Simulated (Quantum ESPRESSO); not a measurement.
KTaO3:

```
CELL_PARAMETERS angstrom
3.98830 0.00000 0.00000
0.00000 3.98830 0.00000
0.00000 0.00000 3.98830
ATOMIC_POSITIONS crystal
Ta 0.00000 0.00000 0.00000
K 0.50000 0.50000 0.50000
O 0.00000 0.00000 0.50000
O 0.00000 0.50000 0.00000
O 0.50000 0.00000 0.00000
```

Base run:

```yaml
Program: Quantum ESPRESSO 7.5
Functional: BLYP
Potentials_or_basis: GBRV 1.5 PBE
Cutoff: 762 eV
Density_cutoff: 6095 eV
k_mesh: 6 × 6 × 6, shifted
Occupations: fermi-dirac, width 0.05 eV
Spin: no spin polarisation
```

Its results: pressure 11.0 GPa; electronic dielectric tensor (diagonal) 5.22.

Question: After a change of settings the same cell gave: pressure 1.3 GPa; electronic dielectric tensor (diagonal) 5.44. Which change was it?
A. functional from BLYP to PBEsol; potentials or basis from GBRV 1.5 PBE to GBRV 1.5 PBEsol
B. functional from BLYP to AM05
C. functional from BLYP to LDA; potentials or basis from GBRV 1.5 PBE to GBRV 1.5 LDA

Answer: B.

AM05 binds more tightly than BLYP, so the same cell stands under less pressure.

Caveats: the potentials were made for another functional, which shifts forces and pressure; the cell is more than 3 GPa from zero pressure, which shifts response properties (some runs).

Runs at the PBE level aren't shown here.
